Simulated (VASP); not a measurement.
# Pb (Fm-3m) in VASP: single point with HSE06

Aim: the single point of Pb with HSE06.

Program: VASP 6.6.1. These are calculated values, not measurements. Logs are shortened: lines on timing, memory, paths and dates and some standing lists are left out, and cuts for length are marked.

## Step 1: The crystal as given

Symmetry: Fm-3m, No. 225, cubic system. The conventional cell has a = 4.935 Å, b = 4.935 Å, c = 4.935 Å, α = 90.00°, β = 90.00°, γ = 90.00°. Pb (site symmetry m-3m) has 12 Pb at 3.49 Å as nearest neighbours.

## Step 2: Single point, HSE06

File POSCAR:

```
Pb
1.0
    0.0000000000      2.4673600000      2.4673600000
    2.4673600000      0.0000000000      2.4673600000
    2.4673600000      2.4673600000      0.0000000000
Pb
1
Direct
    0.0000000000      0.0000000000      0.0000000000
```

File INCAR.step1:

```
ALGO = Normal ; EDIFF = 1E-5
ENCUT = 520 ; GGA = PE
ISIF = 2 ; ISMEAR = 0
LASPH = True ; LCHARG = False
LREAL = False ; LWAVE = True
NBANDS = 13 ; NELM = 60
PREC = Accurate ; SIGMA = 0.1
```

File INCAR.step2:

```
ALGO = Normal ; EDIFF = 1E-6
ENCUT = 520 ; GGA = PE
HFSCREEN = 0.2 ; ISIF = 2
ISMEAR = 0 ; ISTART = 1
LASPH = True ; LCHARG = False
LHFCALC = True ; LREAL = False
LWAVE = False ; NBANDS = 13
NELM = 60 ; PREC = Accurate
PRECFOCK = Fast ; SIGMA = 0.1
```

File KPOINTS:

```
k-points
0
Gamma
  8 8 8
```

Potentials or basis: VASP PAW PBE potentials, release 64 (Pb_d).

Started as:

```
cat potpaw_PBE.64/Pb_d/POTCAR > POTCAR
cp INCAR.step1 INCAR
mpirun -np 1 vasp_std > vasp.out
cp INCAR.step2 INCAR
mpirun -np 1 vasp_std > vasp.out
```

OUTCAR:

```text
EDIFF = 1E-6
   ENCUT = 520
   GGA = PE
   HFSCREEN = 0.2
   ISIF = 2
   ISMEAR = 0
   ISTART = 1
   LASPH = True
   LHFCALC = True
   LREAL = False
   NELM = 60
   PREC = Accurate
   PRECFOCK = Fast

 ion  position               nearest neighbor table
   1  0.000  0.000  0.000-

  LATTYP: Found a face centered cubic cell.
 ALAT       =     4.9347200000

  Lattice vectors:

 A1 = (   0.0000000000,   2.4673600000,   2.4673600000)
 A2 = (   2.4673600000,   0.0000000000,   2.4673600000)
 A3 = (   2.4673600000,   2.4673600000,   0.0000000000)

Analysis of symmetry for initial positions (statically):
=====================================================================
 Subroutine PRICEL returns:
 Original cell was already a primitive cell.

 Routine SETGRP: Setting up the symmetry group for a
 face centered cubic supercell.

 Subroutine GETGRP returns: Found 48 space group operations
 (whereof 48 operations were pure point group operations)
 out of a pool of 48 trial point group operations.

The static configuration has the point symmetry O_h .

Analysis of symmetry for dynamics (positions and initial velocities):
=====================================================================
 Subroutine PRICEL returns:
 Original cell was already a primitive cell.

 Routine SETGRP: Setting up the symmetry group for a
 face centered cubic supercell.

 Subroutine GETGRP returns: Found 48 space group operations
 (whereof 48 operations were pure point group operations)
 out of a pool of 48 trial point group operations.

The dynamic configuration has the point symmetry O_h .

 Subroutine INISYM returns: Found 48 space group operations
 (whereof 48 operations are pure point group operations),
 and found     1 'primitive' translations

----------------------------------------------------------------------------------------

                                     Primitive cell

  volume of cell :      30.0419

  direct lattice vectors                    reciprocal lattice vectors
     0.000000000  2.467360000  2.467360000    -0.202645743  0.202645743  0.202645743
     2.467360000  0.000000000  2.467360000     0.202645743 -0.202645743  0.202645743
[... 97 lines left out ...]
   EFERMI =   0.00;   METHOD = LEGACY
   ISMEAR =     0;   SIGMA  =   0.10  broadening in eV -4-tet -1-fermi 0-gaus
   EFERMI_NEDOS =   21; number of points for ismear=-14 and -15
   IALGO  =     38    algorithm
   IMIX   =      1    mixing-type and parameters
     AMIX     =   0.40;   BMIX     =  1.00
     AMIX_MAG =   1.60;   BMIX_MAG =  1.00
  volume/ion in A,a.u.               =      30.04       202.73
  Fermi-wavevector in a.u.,A,eV,Ry     =   1.269234  2.398504 21.918369  1.610955
  Thomas-Fermi vector in A             =   2.402286
   LORBIT       =      0    0 simple, 1 ext, 2 COOP (PROOUT), +10 PAW based schemes
   GGA     = PE    functional components
   LHFCALC =     T    Hartree Fock is set to
   PRECFOCK=fast      Normal, Fast or Accurate (Low or Medium for compatibility)
   ENCUT4O =  -1.0   cutoff for four orbital integrals eV
   NKREDX  =     1    reduce k-point grid by
   NKREDY  =     1    reduce k-point grid by
   NKREDZ  =     1    reduce k-point grid by
   AEXX    =    0.2500 exact exchange contribution
   HFSCREEN=    0.2000 screening length (either q_TF or 0.3 A-1)
   HFSCREENC=   0.2000 screening length for correlation (either q_TF or 0.3 A-1)
   ENCUTFOCK=  -1.0 apply spherical cutoff to Coloumb kernel
   IVDW    =     0    specifies the selected vdW correction
   LEPSILON=     F    determine dielectric tensor
   LRPA    =     F    only Hartree local field effects (RPA)
 non-spin polarized calculation
 Gauss-broadening in eV      SIGMA  =   0.10
  energy-cutoff  :      520.00
  volume of cell :       30.04
 maximum number of plane-waves:       869
 NGX is ok and might be reduce to    28
  NGX = 16; NGY = 16; NGZ = 16

 number of electron      13.9999999 magnetization

 Free energy of the ion-electron system (eV)
  ---------------------------------------------------
  ext. energy  EPLUGINS =         0.00000000
  ---------------------------------------------------
  free energy    TOTEN  =        -4.10564157 eV

  energy without entropy =       -4.10449889  energy(sigma->0) =       -4.10507023

 E-fermi :   7.3004     XC(G=0):  -8.4641

 val. band max:        7.1915442283   @ k =   0.3750   0.2500   0.0000
 cond. band min:       7.4450529726   @ k =  -0.3750   0.2500   0.0000
 fundamental gap:      0.2535087442
 Fermi energy:         7.3004489428

 k-point     1 :       0.0000    0.0000    0.0000
  band No.  band energies     occupation
      1     -11.7101      2.00000
      2     -11.7101      2.00000
      3     -11.7101      2.00000
      4     -11.5583      2.00000
      5     -11.5583      2.00000
      6      -5.8664      2.00000
      7      15.5805      0.00000
      8      15.5805      0.00000
      9      15.5805      0.00000
     10      17.8151      0.00000
     11      19.5692      0.00000
     12      20.6112      0.00000
     13      20.6112      0.00000
[... 354 lines left out ...]
  band No.  band energies     occupation
      1     -11.7146      2.00000
      2     -11.6971      2.00000
      3     -11.5798      2.00000
      4     -11.5185      2.00000
      5     -11.4237      2.00000
      6      -0.9707      2.00000
      7       3.5173      2.00000
      8       8.9178      0.00000
      9      10.9905      0.00000
     10      16.7922      0.00000
     11      19.0772      0.00000
     12      23.5161      0.00000
     13      23.9715      0.00000

 [... further k-points ...]

------------------------ aborting loop because EDIFF is reached ----------------------------------------

  FORCE on cell =-STRESS in cart. coord.  units (eV):
  Direction    XX          YY          ZZ          XY          YZ          ZX
  --------------------------------------------------------------------------------------
  -------------------------------------------------------------------------------------
  Total        0.3203315      0.3203315      0.3203315      0.0000000     -0.0000000     -0.0000000
  in kB       17.0837274     17.0837274     17.0837274      0.0000000     -0.0000000     -0.0000000
  external PRESSURE =      17.0837274 kB  Pullay stress =       0.0000000 kB

 VOLUME and BASIS-vectors are now :
 -----------------------------------------------------------------------------
  energy-cutoff  :      520.00
  volume of cell :       30.04
      direct lattice vectors                 reciprocal lattice vectors
     0.000000000  2.467360000  2.467360000    -0.202645743  0.202645743  0.202645743
     2.467360000  0.000000000  2.467360000     0.202645743 -0.202645743  0.202645743
     2.467360000  2.467360000  0.000000000     0.202645743  0.202645743 -0.202645743

 POSITION                                       TOTAL-FORCE (eV/Angst)
 -----------------------------------------------------------------------------------
      0.00000      0.00000      0.00000         0.000000      0.000000      0.000000
 -----------------------------------------------------------------------------------
    total drift:                               -0.000000      0.000000     -0.000000

  FREE ENERGIE OF THE ION-ELECTRON SYSTEM (eV)
  ---------------------------------------------------
  free  energy   TOTEN  =        -4.1056415682 eV

  energy  without entropy=       -4.1044988937  energy(sigma->0) =       -4.10507023
```

OUTCAR.step1:

```text
EDIFF = 1E-5
   ENCUT = 520
   GGA = PE
   ISIF = 2
   ISMEAR = 0
[... 602 lines left out ...]

 POSITION                                       TOTAL-FORCE (eV/Angst)
 -----------------------------------------------------------------------------------
      0.00000      0.00000      0.00000        -0.000000      0.000000     -0.000000
 -----------------------------------------------------------------------------------
    total drift:                               -0.000000     -0.000000     -0.000000

  FREE ENERGIE OF THE ION-ELECTRON SYSTEM (eV)
  ---------------------------------------------------
  free  energy   TOTEN  =        -3.5621538391 eV

  energy  without entropy=       -3.5610688263  energy(sigma->0) =       -3.56161133
```

OSZICAR.step1:

```text
N       E                     dE             d eps       ncg     rms          rms(c)
DAV:   1     0.109403488813E+03    0.10940E+03   -0.72024E+03   754   0.126E+03
DAV:   2     0.151650376783E+01   -0.10789E+03   -0.10472E+03   779   0.315E+02
DAV:   3    -0.345511799171E+01   -0.49716E+01   -0.49579E+01   970   0.726E+01
DAV:   4    -0.356949932253E+01   -0.11438E+00   -0.11436E+00   944   0.116E+01
DAV:   5    -0.357362839540E+01   -0.41291E-02   -0.41290E-02  1040   0.199E+00    0.532E-01
DAV:   6    -0.356446568355E+01    0.91627E-02   -0.12689E-02   977   0.199E+00    0.262E-01
DAV:   7    -0.356222325373E+01    0.22424E-02   -0.55198E-03   954   0.122E+00    0.858E-02
DAV:   8    -0.356215778008E+01    0.65474E-04   -0.40865E-04  1082   0.320E-01    0.100E-02
DAV:   9    -0.356215383911E+01    0.39410E-05   -0.71730E-06   597   0.516E-02
   1 F= -.35621538E+01 E0= -.35616113E+01  d E =-.108501E-02
```

It took 39 min on 1 thread of Intel Xeon Platinum 8259CL at 2.50GHz (Skylake/Cascade Lake), shared host; peak memory 0.28 GiB.

Results:

- Free energy: -4.1056 eV
- Pressure: 1.7 GPa
- Band gap on the k mesh: none (metal or under the smearing width)

Caveat: the PAW data sets were made with another functional, which shifts forces and pressure a little. Spin-orbit coupling is left out, which matters for the levels of Pb.
